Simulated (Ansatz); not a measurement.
**SnSe: pressure against volume, fitted**

```yaml
crystal:
  lattice:
    - [0.00000, 3.01000, 3.01000]
    - [3.01000, 0.00000, 3.01000]
    - [3.01000, 3.01000, 0.00000]
  atoms:
    - { symbol: Sn, position: [0.00000, 0.00000, 0.00000] }
    - { symbol: Se, position: [0.50000, 0.50000, 0.50000] }
```

Atoms are numbered in the order listed.

The cell is COD entry 9008725, as deposited and not checked against the literature; nothing was relaxed.

No spin–orbit coupling, which matters for the heavy atoms here.

Theory: DFT, PBEsol, all-electron LAPW, scalar-relativistic (Ansatz 0.2.0).

Sampling and basis: a Γ-centred 7×7×7 k mesh, Fermi–Dirac smearing of 0.01 eV, basis error target 0.5 meV/atom, no spin polarisation.

The cell is scaled evenly. Fractional coordinates are held (clamped ions).

```json
{"V (Å³/atom)": "25.635", "P (GPa)": "1.49"}
{"V (Å³/atom)": "26.180", "P (GPa)": "0.24"}
{"V (Å³/atom)": "26.725", "P (GPa)": "-0.89"}
{"V (Å³/atom)": "26.998", "P (GPa)": "-1.40"}
{"V (Å³/atom)": "27.271", "P (GPa)": "-1.89"}
{"V (Å³/atom)": "27.544", "P (GPa)": "-2.36"}
{"V (Å³/atom)": "27.816", "P (GPa)": "-2.80"}
{"V (Å³/atom)": "28.907", "P (GPa)": "-4.33"}
```

Problem. Fit a third-order Birch–Murnaghan curve to the pressures.

Solution. P = (3B0/2)(y^(7/2) − y^(5/2))[1 + (3/4)(B0′ − 4)(y − 1)] with y = (V0/V)^(2/3) fits within 0.01 GPa for V0 = 26.290 Å³/atom, B0 = 55.9 GPa and B0′ = 4.29.

Problem. Predict the pressure at the withheld volume, 28.362 Å³/atom.

Solution. There y = 0.9507, so the fit gives -3.61 GPa; the run gave -3.60 GPa.
